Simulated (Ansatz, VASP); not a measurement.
# V in VASP and in Ansatz

INCAR

```
PREC     = Accurate       # precision mode
ENCUT    = 520            # plane-wave cutoff, eV
EDIFF    = 1E-8           # SCF threshold, eV
ISMEAR   = -1             # smearing method
SIGMA    = 0.08           # smearing width, eV
LREAL    = F              # projectors in reciprocal space
LASPH    = T              # aspherical terms in the spheres
NELM     = 150            # most SCF steps
ALGO     = Normal         # electronic algorithm
ISIF     = 2              # what is computed and relaxed
LWAVE    = F              # write WAVECAR
LCHARG   = F              # write CHGCAR
ISPIN    = 2              # spin polarisation
MAGMOM   = 1.5 1.5        # initial moments
LORBIT   = 11             # projections on sites
LMAXMIX  = 4              # l up to which the mixer works
LEFG     = T            
NBANDS   = 24             # bands
```

File KPOINTS:

```
regular mesh
0
Gamma
  10 10 10
```

File POSCAR:

```
V
1.0
    0.0000000000      2.7334772468      2.7334772468
    2.7334772468      0.0000000000      2.7334772468
    2.7334772468      2.7334772468      0.0000000000
V
2
Direct
    0.0000000000      0.0000000000      0.0000000000
    0.2500000000      0.2500000000      0.2500000000
```

Input for Ansatz:

```yaml
crystal:
  lattice:
    - [0.0, 2.7334772468, 2.7334772468]
    - [2.7334772468, 0.0, 2.7334772468]
    - [2.7334772468, 2.7334772468, 0.0]
  atoms:
    - { symbol: V, position: [0.0, 0.0, 0.0], spin: 1.5 }
    - { symbol: V, position: [0.25, 0.25, 0.25], spin: 1.5 }
magnetization:
  spin_polarized: true
kpoints:
  mp_grid: { grid: [10, 10, 10] }
  band_path:
    path:
      - [0.0, 0.0, 0.0]
      - [0.5, 0.0, 0.5]
      - [0.625, 0.25, 0.625]
      - [0.375, 0.375, 0.75]
      - [0.0, 0.0, 0.0]
      - [0.5, 0.5, 0.5]
      - [0.5, 0.25, 0.75]
      - [0.5, 0.0, 0.5]
    npoints: 5
scf:
  occupations: { method: fermi_dirac, width: 0.08 }
hamiltonian:
  xc: lda
  pseudopotentials: { kind: paw }
output:
  forces: true
  stress: true
  eigenvalues: true
  efg: { contact_densities: true }
```

Alike in both runs: task electric field gradients; functional LDA; k mesh 10 × 10 × 10; occupations fermi-dirac, width 0.08 eV; collinear spin.

|  | VASP | Ansatz |
| --- | --- | --- |
| version | VASP 6.6.1 | Ansatz 0.2.0 |
| potentials or method | VASP PAW LDA potentials, release 64 (V_sv) | PAW with Ansatz's default frozen-core files, scalar-relativistic |
| plane-wave cutoff (eV) | 520 | 420 |
| valence electrons in the cell | 26 | 26 |

|  | VASP | Ansatz | Ansatz less VASP |
| --- | --- | --- | --- |
| pressure (GPa) | -9.2 | -7.4 | +1.82 |
| net moment per atom (μB) | 1.03 | 1.57 | +0.536 |
| size of the moment on the site where the two differ most (μB) | 0.94 | 1.21 | +0.265 |
| Vzz of the field gradient on the site that differs most (V/Å²) | 0.0 | 0.0 | 0.00 |

The net moments differ so much that the two runs ended in different magnetic states, which moves the other rows too. Site moments also hang on the region over which each program counts them.
